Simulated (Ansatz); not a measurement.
The calculation used DFT PBE, scalar-relativistic, plane waves, PAW (Ansatz). All cells share a 420 eV cutoff and Γ-centred k meshes spaced at most about 0.3 Å⁻¹ (about 0.25 or finer for metals, 2π included). Spin is collinear.

These are static total energies at zero pressure.

Task: Which of these relaxed structures of MnSb is the lowest in energy?
A.
(parallel moments up to 3.8 μB)
```
Mn Sb
1.0
     0.00000    2.78941    2.78941
     2.78941    0.00000    2.78941
     2.78941    2.78941    0.00000
Mn Sb
1 1
Cartesian
  2.7894 2.7894 2.7894
  0.0000 0.0000 0.0000
```

B.
(parallel moments up to 3.3 μB, with smaller opposite ones on Sb)
```
Mn Sb
1.0
     3.36364    0.00000    0.00000
     0.00000    3.36364    0.00000
     0.00000    0.00000    3.36364
Mn Sb
1 1
Direct
  0.00000 0.00000 0.00000
  0.50000 0.50000 0.50000
```

C.
(parallel moments up to 3.7 μB)
```
Mn Sb
1.0
     3.89985    0.00000    0.00000
     0.00000    3.89985    0.00000
     0.00000    0.00000    3.06175
Mn Sb
1 1
Direct
  0.00000 0.00000 0.50000
  0.50000 0.50000 0.50000
```

Result: A. The next of these, B, lies 168 meV/atom higher. Forms: A rock salt type, Fm-3m; B caesium chloride type, Pm-3m; C P4/mmm. Counting Sb atoms around Mn (those within 1.25 times the shortest such distance or 1.15 times the sum of covalent radii): A has Mn 6; B has Mn 8; C has Mn 4. Origin: A, reached from a Materials Project cell, among other starts; B and C, invented. The lowest form computed isn't among them: it has the nickel arsenide type, space group P6_3/mmc (No. 194), 20.3 Å³/atom, is reached from a cell as deposited in COD and lies 166 meV/atom below the best shown. Even the lowest of the cells shown lies +0.17 eV/atom against the elements.

These runs have no spin–orbit coupling, which can matter for Sb. The magnetic state reached may not be the lowest. Cells relaxed within their symmetry can be saddle points. Some structure types and database cells were kept out of the candidates from the start, so a known form may be missing.
